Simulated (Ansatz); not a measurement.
# BaS: the cost of one run

Computed with Ansatz 0.2.0 (DFT PBE, scalar-relativistic, unless a step's input says otherwise).

### 1 Starting point

The structure is cubic, space group Fm-3m (No. 225). Conventional cell: a = 6.388 Å, b = 6.388 Å, c = 6.388 Å, α = 90.00°, β = 90.00°, γ = 90.00°. Ba (site symmetry m-3m) has 6 S at 3.19 Å as nearest neighbours. S (site symmetry m-3m) is surrounded by 6 Ba at 3.19 Å.

As a file:

```cif
data_structure
_symmetry_space_group_name_H-M 'P 1'
_symmetry_Int_Tables_number 1
_cell_length_a 4.5166
_cell_length_b 4.5166
_cell_length_c 4.5166
_cell_angle_alpha 60.000
_cell_angle_beta 60.000
_cell_angle_gamma 60.000
_cell_volume 65.15
loop_
_atom_site_label
_atom_site_type_symbol
_atom_site_fract_x
_atom_site_fract_y
_atom_site_fract_z
_atom_site_occupancy
Ba1 Ba 0.00000 0.00000 0.00000 1
S1 S 0.50000 0.50000 0.50000 1
```

Atoms are numbered in the order of the input: Ba1, S2.

### 2 The deformed structure

Space group Fm-3m before, I4/mmm after.

### 3 All-electron LAPW

File input.yaml:

```yaml
crystal:
  lattice:
    - [0.0, 3.19375, 3.257625]
    - [3.19375, 0.0, 3.257625]
    - [3.19375, 3.19375, 0.0]
  atoms:
    - { symbol: Ba, position: [0.0, 0.0, 0.0] }
    - { symbol: S, position: [0.5, 0.5, 0.5] }
kpoints:
  mp_grid: { grid: [8, 8, 8] }
  band_path:
    path:
      - [0.0, 0.0, 0.0]
      - [0.0, 0.5, 0.5]
      - [0.25, 0.75, 0.5]
      - [0.0, 0.5, 0.0]
      - [0.0, 0.0, 0.0]
      - [0.5, 0.5, 0.0]
      - [0.3701460977, 0.6298539023, 0.0]
      - [-0.3701460977, 0.3701460977, 0.0]
      - [0.0, 0.0, 0.0]
    npoints: 5
scf:
  occupations: { method: fermi_dirac, width: 0.02 }
hamiltonian:
  xc: pbe
  pseudopotentials: { kind: all_electron, lapw: { basis_error: 0.00025 } }
output:
  forces: true
  stress: true
  eigenvalues: true
```

Launch:

```sh
$ ansatz run input.yaml --threads 1 --pin off --max-ram 3072MiB --backend cpu --events-out ev --progress --plain --runs-dir out
```

Q: Estimate wall time and peak memory on 1 thread of Arm Neoverse V1, shared host.

About 20 s, with a peak of 0.35 GiB.
